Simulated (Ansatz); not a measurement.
Stability checks on a candidate for AlN

It was reached by relaxing an invented guess, and it needn't be the stable form of this composition.

Computed with DFT PBE, scalar-relativistic, plane waves, PAW in Ansatz 0.2.0. Settings of the last relaxation (12-atom cell): 420 eV, 12×12×2 k points, Gaussian smearing of 0.02 eV, no spin polarisation.

```xyz
12
Lattice="3.1182 0.0000 0.0000 -1.5591 2.7004 0.0000 0.0000 0.0000 15.1984" Properties=species:S:1:pos:R:3 pbc="T T T"
Al    0.0000    0.0000    2.8518
Al    0.0000    0.0000   10.4510
Al    0.0000    1.8003    7.9115
Al    1.5591    0.9001    0.3123
Al    0.0000    1.8003   12.9702
Al    1.5591    0.9001    5.3711
N     0.0000    0.0000    4.7538
N     0.0000    0.0000   12.3530
N     0.0000    1.8003   14.8831
N     1.5591    0.9001    7.2839
N     0.0000    1.8003    9.8238
N     1.5591    0.9001    2.2246
```

Formation energies are uncorrected and refer to the elements' standard structures at the same level (N₂ as a molecule).

Task: These tests were run: energy against the elements; random kick, then relaxation without symmetry; phonons on a 3×3×1 q mesh; elastic tensor. What do they show?

Result:

```tsv
test	result
energy against the elements	−1.354 eV/atom
random kick, then relaxation without symmetry	returns
phonons on a 3×3×1 q mesh	no imaginary mode on the mesh
elastic tensor	least eigenvalue 105 GPa
```

It fails none of these tests. Whether a mixture of other phases lies lower isn't tested here.

The kick test ran on a coarse mesh. The run for the phonons used a 12×12×2 k mesh. The run for the elastic tensor used a 12×12×2 k mesh.
